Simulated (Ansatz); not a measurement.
# Ba in Ansatz: the effect of target pressure

Crystal: Ba.

```
Ba
1.0
    -2.50650    2.50650    2.50650
     2.50650   -2.50650    2.50650
     2.50650    2.50650   -2.50650
Ba
1
Direct
  0.00000 0.00000 0.00000
```

Alike in all runs:

| Item | Value |
| --- | --- |
| Program | Ansatz 0.2.0 |
| Task | relaxation of cell and atoms |
| Functional | PBEsol |
| Potentials or basis | Ansatz PAW |
| Cutoff | 420 eV (not typed: the program's choice for these potentials) |
| k mesh | 8 × 8 × 8 |
| Occupations | fermi-dirac, width 0.05 eV |
| Spin | no spin polarisation |

Each run relaxes the cell or the atoms first.

```tsv
target pressure	relaxed volume (Å³/atom)
0 GPa	57.93
2 GPa	48.78
5 GPa	?
10 GPa	33.85
20 GPa	26.88
30 GPa	23.40
```

What does the run with target pressure 5 GPa give?

Relaxed volume 41.08 Å³/atom.

Worked out: A parabola through the other rows of the relaxed volume, of slope -2.04 Å³/atom per GPa there, gives 44.29 Å³/atom, against the run's 41.08. The fit is too stiff a form for this range.

Caveats: the plane-wave basis is chosen anew once the cell has moved, so the energies of steps on either side of that aren't comparable; the PAW data sets come from PBE, with cores solved anew for the run's functional, which leaves a small shift of forces and pressure; the volume moved by over 15 % at a fixed basis, so the end points are rough (some runs).
